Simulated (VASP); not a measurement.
## AlGa7N8: relaxation of cell and atoms with PBEsol

AlGa7N8:

```
Al Ga N
1.0
     0.00000    0.00000   -5.16152
     3.17126    5.49279    0.00000
     3.17126   -5.49279    0.00000
Al Ga N
1 7 8
Direct
  0.00159 0.16667 0.33333
  0.00115 0.16725 0.83362
  0.00115 0.66638 0.33275
  0.00115 0.66638 0.83362
  0.50060 0.33254 0.66508
  0.50060 0.33254 0.16746
  0.50100 0.83333 0.66667
  0.50060 0.83492 0.16746
  0.63351 0.16667 0.33333
  0.62320 0.16723 0.83362
  0.62320 0.66638 0.33277
  0.62320 0.66638 0.83362
  0.12173 0.32995 0.65990
  0.12173 0.32995 0.17005
  0.12386 0.83333 0.66667
  0.12173 0.84010 0.17005
```

The cell was built by a generator and needn't be a form met in nature.

```json
{
 "Program": "VASP 6.6.1",
 "Task": "relaxation of cell and atoms",
 "Functional": "PBEsol",
 "Potentials or basis": "VASP PAW PBE potentials, release 64 (Al, Ga_d, N)",
 "Cutoff": "600 eV",
 "k mesh": "6 × 6 × 5",
 "Occupations": "gaussian, width 0.03 eV",
 "Spin": "no spin polarisation",
 "Further INCAR settings": "ALGO = Normal; EDIFF = 1e-07; IBRION = 2; EDIFFG = -0.005; NSW = 90; ISIF = 3"
}
```

* Pressure after relaxing: 0.0 GPa
* Largest force after relaxing: 0.005 eV/Å
* Band gap on the k mesh: 2.17 eV, direct

Forces in eV/Å, atoms in the order of the input:
```
Al   0.000  0.000 -0.001
Ga  -0.001  0.000  0.002
Ga   0.001  0.000  0.002
Ga   0.000  0.001  0.002
Ga  -0.002  0.001 -0.004
Ga   0.000 -0.002 -0.004
Ga   0.000  0.000  0.005
Ga   0.002  0.001 -0.004
N    0.000  0.000 -0.002
N   -0.004 -0.002  0.000
N    0.004 -0.002  0.000
N    0.000  0.004  0.000
N    0.003 -0.002  0.001
N    0.000  0.003  0.001
N    0.000  0.000  0.002
N   -0.003 -0.002  0.001
```

Final structure:
```xyz
16
Lattice="0.0000 0.0000 -5.1615 3.1713 5.4928 0.0000 3.1713 -5.4928 0.0000" Properties=species:S:1:pos:R:3 pbc="T T T"
Al    1.5856   -0.9155   -0.0082
Ga    3.1740   -3.6603   -0.0059
Ga    3.1685    1.8325   -0.0059
Ga    4.7569   -0.9186   -0.0059
Ga    3.1637   -1.8266   -2.5838
Ga    1.5856    0.9068   -2.5838
Ga    4.7569    0.9155   -2.5859
Ga    3.1788    3.6662   -2.5838
N     1.5856   -0.9155   -3.2699
N     3.1740   -3.6603   -3.2166
N     3.1686    1.8325   -3.2166
N     4.7569   -0.9186   -3.2166
N     3.1391   -1.8124   -0.6283
N     1.5856    0.8783   -0.6283
N     4.7569    0.9155   -0.6393
N     3.2034    3.6804   -0.6283
```

Levels at points of the mesh, in eV from the valence-band top:
| k point | band 65 | band 66 | band 67 | band 68 | band 69 | band 70 |
| --- | --- | --- | --- | --- | --- | --- |
| (0.00, 0.00, 0.00) | -0.05 | 0.00 | 0.00 | 2.17 | 4.44 | 4.93 |
| (0.50, 0.00, 0.00) | -0.60 | -0.43 | -0.43 | 4.33 | 4.35 | 4.35 |
| (0.00, 0.50, 0.00) | -0.64 | -0.55 | -0.40 | 4.43 | 4.50 | 5.60 |
| (0.50, 0.50, 0.00) | -1.22 | -1.21 | -1.19 | 5.26 | 5.30 | 5.33 |

It took 6.4 min on 4 MPI ranks on Intel(R) Xeon(R) 6975P-C (Granite Rapids), with other jobs on the host, peak memory 1.1 GiB a rank.

Caveat: the relaxation stopped at its first step, so nothing moved; the PAW data sets were made with another functional, which shifts forces and pressure a little.
